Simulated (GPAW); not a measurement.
Crystal: Ge.

```
Ge
1.0
     1.39715   -2.60052    0.00000
     1.39715    2.60052    0.00000
     0.00000    0.00000    2.69823
Ge
1
Direct
  0.50000 0.50000 0.00000
```

This isn't the form of Ge at room conditions, which is diamond.

```yaml
Program: GPAW 26.7.0
Task: relaxation of cell and atoms
Functional: PBEsol
Potentials_or_basis: PAW data sets generated in the run's folder for this functional
Cutoff: 600 eV
Basis: pw
k_mesh: 11 × 11 × 10
Occupations: fermi-dirac, width 0.05 eV
Spin: no spin polarisation
```

At the start: pressure -4.2 GPa; volume 19.61 Å³/atom.

Q: How do energy, volume and symmetry change on relaxing?

A: Over 8 steps the energy falls by 21.9 meV/atom and the volume is 18.36 Å³/atom (-6.4 %); space group Cmmm (No. 65, to 0.05 Å).

The path:
```csv
step,energy change (eV),largest force (eV/Å),pressure (GPa),volume (Å³)
1,0.0000,0.0000,-4.24,19.61
2,-0.0108,0.0000,-2.89,19.18
3,-0.0201,0.0000,0.58,18.26
4,-0.0207,0.0000,0.33,18.31
5,-0.0217,0.0000,-0.09,18.39
6,-0.0218,0.0000,-0.02,18.37
7,-0.0219,0.0000,0.04,18.36
8,-0.0219,0.0000,0.02,18.36
```

Final structure:
```cif
data_structure
_symmetry_space_group_name_H-M 'P 1'
_symmetry_Int_Tables_number 1
_cell_length_a 2.8294
_cell_length_b 2.8294
_cell_length_c 2.6713
_cell_angle_alpha 90.000
_cell_angle_beta 90.000
_cell_angle_gamma 120.848
_cell_volume 18.36
loop_
_atom_site_label
_atom_site_type_symbol
_atom_site_fract_x
_atom_site_fract_y
_atom_site_fract_z
_atom_site_occupancy
Ge1 Ge 0.50000 0.50000 0.00000 1
```

Caveat: later steps reuse the first step's grids.
